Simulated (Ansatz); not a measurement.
Rocksalt BaO, relaxed with r2SCAN: 9 runs in Ansatz, each a construction of maximally localised Wannier functions. The symmetry is Fm-3m (No. 225, cubic); conventional cell a = 5.544 Å, 21.30 Å³ an atom. Around Ba lie 6 O at 2.77 Å; around O lie 6 Ba at 2.77 Å. The values are computed, spin-unpolarised, and not measurements.

```
CELL_PARAMETERS angstrom
0.00000 2.77194 2.77194
2.77194 0.00000 2.77194
2.77194 2.77194 0.00000
ATOMIC_POSITIONS crystal
Ba 0.00000 0.00000 0.00000
O 0.50000 0.50000 0.50000
```

Windows count from the top of the filled bands; a dash means that no such window was set (without an outer window there is no disentanglement). Rows marked drawn have settings drawn at random (some not listed).

```tsv
functional	SCF mesh	trial orbitals	functions	mesh	window (eV)	frozen (eV)	settings	Ω total (Å²)	Ω invariant (Å²)	largest spread (Å²)	least projectability	interpolation miss of the model's filled bands (eV, to the nearest computed level)
PBE	6×6×6	O s, O p	4	6×6×6	–	–	chosen	5.81	5.49	1.45	0.76	0.007
PBE	6×6×6	O p	3	6×6×6	–	–	chosen	4.99	4.98	1.66	0.85	0.007
r2SCAN	6×6×6	O p	3	6×6×6	–	–	chosen	4.80	4.79	1.60	0.87	0.006
HSE06	6×6×6	O s, O p	4	6×6×6	–	–	chosen	5.45	5.12	1.36	0.79	–
HSE06	6×6×6	O p	3	6×6×6	–	–	chosen	4.77	4.76	1.59	0.88	–
PBE	6×6×6	O p	3	3×3×3	–	–	drawn	4.28	4.26	1.43	0.87	0.160
```

Problem. Estimate from these rows what the further settings give.
```csv
functional,SCF mesh,trial orbitals,functions,mesh,window (eV),frozen (eV),settings
PBE,6×6×6,"O s, O p",4,8×8×8,–,–,chosen
PBE,6×6×6,"O s, O p",4,4×4×4,–,–,chosen
r2SCAN,6×6×6,"O s, O p",4,6×6×6,–,–,chosen
```

Solution.

| functional | SCF mesh | trial orbitals | functions | mesh | window (eV) | frozen (eV) | settings | Ω total (Å²) | Ω invariant (Å²) | largest spread (Å²) | least projectability | interpolation miss of the model's filled bands (eV, to the nearest computed level) |
| --- | --- | --- | --- | --- | --- | --- | --- | --- | --- | --- | --- | --- |
| PBE | 6×6×6 | O s, O p | 4 | 8×8×8 | – | – | chosen | 5.94 | 5.62 | 1.48 | 0.76 | 0.002 |
| PBE | 6×6×6 | O s, O p | 4 | 4×4×4 | – | – | chosen | 5.45 | 5.13 | 1.36 | 0.76 | 0.056 |
| r2SCAN | 6×6×6 | O s, O p | 4 | 6×6×6 | – | – | chosen | 5.50 | 5.17 | 1.38 | 0.79 | 0.006 |

For O s, O p with PBE the spread goes 5.45 Å² (4×4×4), 5.81 Å² (6×6×6), 5.94 Å² (8×8×8): finite differences on a coarse mesh understate it.

The runs are scalar-relativistic, without spin-orbit coupling.
